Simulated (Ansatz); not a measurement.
**Every step of a relaxation of fcc Sb (100), 3 layers**

DFT, PBE, PAW with Ansatz's default frozen-core files, scalar-relativistic (Ansatz 0.2.0); a Γ-centred 10×10×1 k mesh, Fermi–Dirac smearing of 0.05 eV, no spin polarisation. The run relaxes the atoms in the fixed cell.

Command: `ansatz run input.yaml --threads 1 --pin off --max-ram 3584MiB --backend cpu --events-out ev --progress --plain --runs-dir out` It took 25 s on 1 thread of Intel(R) Xeon(R) 6975P-C (Granite Rapids), with other jobs on the host, peak memory 0.5 GiB.

```yaml
crystal:
  lattice:
    - [3.3880510193, 0.0, 0.0]
    - [0.0, 3.3880510193, 0.0]
    - [0.0, 0.0, 20.7914]
  atoms:
    - { symbol: Sb, position: [0.0, 0.0, 0.3847738079] }
    - { symbol: Sb, position: [0.5, 0.5, 0.5] }
    - { symbol: Sb, position: [0.0, 0.0, 0.6152261921] }
kpoints:
  mp_grid: { grid: [10, 10, 1] }
scf:
  occupations: { method: fermi_dirac, width: 0.05 }
hamiltonian:
  xc: pbe
  pseudopotentials: { kind: paw }
output:
  forces: true
  stress: true
  eigenvalues: true
relax:
  f_tol: 0.01
  max_steps: 40
efield:
  axis: 3
  amplitude: 0
  dipole_correction: true
```

Each step lists its free energy a cell above the last geometry, and Cartesian positions (Å) with forces (eV/Å).

The first step:

```
step 1  dF = 34.44 meV
  Sb 0.0000 0.0000 8.0000   0.0000 0.0000 0.2191
  Sb 1.6940 1.6940 10.3957   0.0000 0.0000 0.0000
  Sb 0.0000 0.0000 12.7914   0.0000 0.0000 -0.2191
```

Spin–orbit coupling is left out, which matters for the heavy atoms.

Q: Where does the relaxation end, and by which steps?

A: After 4 geometries, with a shortest distance of 3.299 Å. The further steps:
```
step 2  dF = 2.14 meV
  Sb 0.0000 0.0000 8.1025   0.0000 0.0000 0.0752
  Sb 1.6940 1.6940 10.3957   0.0000 0.0000 0.0000
  Sb 0.0000 0.0000 12.6889   0.0000 0.0000 -0.0752
step 3  dF = 2.10 meV
  Sb 0.0000 0.0000 8.1558   0.0000 0.0000 -0.0843
  Sb 1.6940 1.6940 10.3957   0.0000 0.0000 0.0000
  Sb 0.0000 0.0000 12.6356   0.0000 0.0000 0.0843
step 4  dF = 0.00 meV
  Sb 0.0000 0.0000 8.1277   0.0000 0.0000 0.0072
  Sb 1.6940 1.6940 10.3957   0.0000 0.0000 0.0000
  Sb 0.0000 0.0000 12.6637   0.0000 0.0000 -0.0072
step 5  dF = 0.00 meV  (same geometry, solved once more)
  Sb 0.0000 0.0000 8.1277   0.0000 0.0000 0.0072
  Sb 1.6940 1.6940 10.3957   0.0000 0.0000 0.0000
  Sb 0.0000 0.0000 12.6637   0.0000 0.0000 -0.0072
```
